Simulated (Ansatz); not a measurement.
Calculated with Ansatz (gas phase, PBE0-D4/def2-TZVP geometries, no zero-point term in ΔE). CCSD(T)/CBS is the MP2 limit (def2-TZVPP, def2-QZVPP) plus CCSD(T) − MP2 in def2-TZVPP, frozen cores. Functionals use def2-TZVPP. B3LYP here is the variant with VWN-RPA as its local correlation; programs differ in this. Each species was taken in one conformer, which may not be the lowest.

Reaction (formal exchange of groups at a C–O bond): `CCCCOC` + `CC(C)(C)C` → `CCC(C)(C)C` + `CCCCO`

Task: Is it downhill or uphill in electronic energy at CCSD(T)/CBS, and by how much? (Best estimate.)

Result: The calculation gave: Downhill: ΔE = -0.36 eV.

Task: What do these levels give: PBE-D4, BLYP-D4, PBE0-D4, CAM-B3LYP-D4, PBE-QIDH, revPBE, r2SCAN, B3LYP, BHLYP, SCS-MP2/def2-TZVPP, HF/def2-QZVPP, MP2/def2-QZVPP? (Best estimate.)

Result: Computed: PBE-D4 -0.31, BLYP-D4 -0.26, PBE0-D4 -0.33, CAM-B3LYP-D4 -0.27, PBE-QIDH -0.35, revPBE -0.25, r2SCAN -0.29, B3LYP -0.23, BHLYP -0.24, SCS-MP2/def2-TZVPP -0.33, HF/def2-QZVPP -0.18, MP2/def2-QZVPP -0.39 eV.

Largest T1 diagnostic among the species: 0.009.

The D4 term adds −0.05 eV with B3LYP and −0.03 eV with PBE0; it sums over pairs of atoms, weighted by their polarisabilities, and B3LYP, whose exchange is more repulsive, gets the larger term. In def2-TZVPP, CCSD(T) changes the Hartree–Fock value by −0.15 eV (the triples alone add −0.01 eV) and MP2 by −0.19 eV. Leaving LDA and LC-ωPBE aside and taking each functional with its dispersion term where it has one, the values spread over 0.09 eV, from PBE-QIDH to BLYP-D4. LDA lies −0.06 eV from PBE without D4.
